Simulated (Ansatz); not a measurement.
# Ge (Fmmm) in Ansatz: equation of state

How stiff is Ge in PBEsol, and what volume does it want? The cell is scaled to several volumes.

All numbers are computed with Ansatz 0.2.0; they aren't measurements. Logs are shortened: lines on timing, memory, paths and dates and some standing lists are left out, and cuts for length are marked.

## 1. The structure

It takes space group Fmmm (No. 69, orthorhombic). The conventional cell has a = 5.261 Å, b = 5.771 Å, c = 10.231 Å, α = 90.00°, β = 90.00°, γ = 90.00°. Ge (site symmetry m2m) is surrounded by 5 Ge at 2.61 to 2.73 Å. Ge (site symmetry mm2) is surrounded by 6 Ge at 2.71 to 2.96 Å.

This isn't the form of Ge at room conditions, which is diamond.

## 2. Equation of state, PBEsol

Potentials or basis: all-electron LAPW, scalar-relativistic.

This step only gathers the single runs of the series.

Results:

* Equilibrium volume: 18.46 Å³/atom
* Bulk modulus at fixed shape and positions: 77 GPa
* Pressure derivative of the bulk modulus: 4.5

Energy against volume, from the lowest point:
| volume (Å³/atom) | energy (meV/atom) |
| --- | --- |
| 18.251 | 0.20 |
| 18.640 | 0.00 |
| 19.028 | 3.56 |
| 19.416 | 10.43 |
| 19.805 | 20.27 |
| 20.193 | 32.75 |
| 20.581 | 47.62 |

Caveat: the cell was scaled at fixed shape and fractional positions, which overstates the stiffness of a crystal with free parameters, most of all of layers and chains.
